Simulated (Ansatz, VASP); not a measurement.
**Two plane-wave programs on TiAl**

```
Ti Al
1.0
     2.97765    0.00000    0.00000
    -1.48882    2.57872    0.00000
     0.00000    0.00000    4.85818
Ti Al
1 1
Direct
  0.00000 0.00000 0.00000
  0.33333 0.66667 0.50000
```

The cell comes from a database or a generator and needn't be the stable form of this composition.

Alike in both runs: task single point; functional r2SCAN; k mesh 12 × 12 × 6; occupations fermi-dirac, width 0.15 eV; no spin polarisation.

|  | VASP | Ansatz |
| --- | --- | --- |
| version | VASP 6.6.1 | Ansatz 0.2.0 |
| potentials or method | VASP PAW PBE potentials, release 64 (Ti_sv, Al) | plane waves, PAW |
| plane-wave cutoff (eV) | 520 | 600 |
| valence electrons in the cell | 15 | 15 |

```tsv
	VASP	Ansatz	Ansatz less VASP
pressure (GPa)	-10.8	-10.8	-0.04
largest component of the traceless stress (GPa)	2.42	2.43	+0.003
```

The functional is the same, so the differences come from potentials, cutoffs and numerics.

Caveats: the PAW data sets were made with another functional, which shifts forces and pressure a little (VASP).
